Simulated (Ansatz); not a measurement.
# MgF2: the cell at several levels of theory

Aim: relax MgF2 in the database structure with PBE, r2SCAN and PBEsol and see how far the functionals disagree on the cell.

The runs shown are made with Ansatz 0.2.0. PAW datasets, plane waves, zero pressure. Computed at 0 K without zero-point motion; spin polarisation is off.

## (1) The structure to begin with

It is tetragonal, P4_2/mnm (No. 136); a = 4.615 Å, c = 3.048 Å in the conventional setting, 10.82 Å³ an atom. Around Mg lie 6 F at 1.98–1.99 Å; around F lie 3 Mg at 1.98–1.99 Å.

Coordinates:

Space group P4_2/mnm (No. 136). a = 4.615 Å, b = 4.615 Å, c = 3.048 Å, α = 90.00°, β = 90.00°, γ = 90.00°
```csv
atom,site,symmetry,x,y,z
Mg,2a,m.mm,0.5000,0.5000,0.5000
F,4f,m.2m,0.6971,0.6971,0.0000
```

## (2) Relaxing with PBE

The input, input.yaml:

```yaml
crystal:
  lattice:
    - [4.61519661, 0.0, 0.0]
    - [0.0, 4.61519661, 0.0]
    - [0.0, 0.0, 3.04778351]
  atoms:
    - { symbol: Mg, position: [0.5, 0.5, 0.5] }
    - { symbol: Mg, position: [0.0, 0.0, 0.0] }
    - { symbol: F, position: [0.69707986, 0.69707986, 0.0] }
    - { symbol: F, position: [0.80292014, 0.19707986, 0.5] }
    - { symbol: F, position: [0.30292014, 0.30292014, 0.0] }
    - { symbol: F, position: [0.19707986, 0.80292014, 0.5] }
kpoints:
  mp_grid: { grid: [6, 6, 8] }
hamiltonian:
  xc: pbe
scf:
  occupations: { method: fermi_dirac, width: 0.02 }
relax:
  f_tol: 0.005
  cell: {}
```

The run is started by

```
ansatz run input.yaml --threads 4 --pin off --max-ram 6451MiB --backend cpu --events-out ev --progress --plain --runs-dir out
```

The runs that follow: r2SCAN: cell and atoms; Relaxing with PBEsol.

**Question.** What will these runs give? Wanted: for each run, a; c; volume; space group; SCF geometries.

The runs gave:

```
 level  a (Å)  c (Å)  volume (Å³/atom)  space group  SCF geometries
   PBE  4.698  3.093            11.376     P4_2/mnm               8
r2SCAN  4.622  3.046            10.846     P4_2/mnm               7
PBEsol  4.639  3.063            10.985     P4_2/mnm               7
```

What this shows: From the start to the first minimum the volume moved by +5.1 %. r2SCAN gives the smallest cell and PBE the largest; they differ by 4.9 % in volume, a mean of 1.6 % in length.
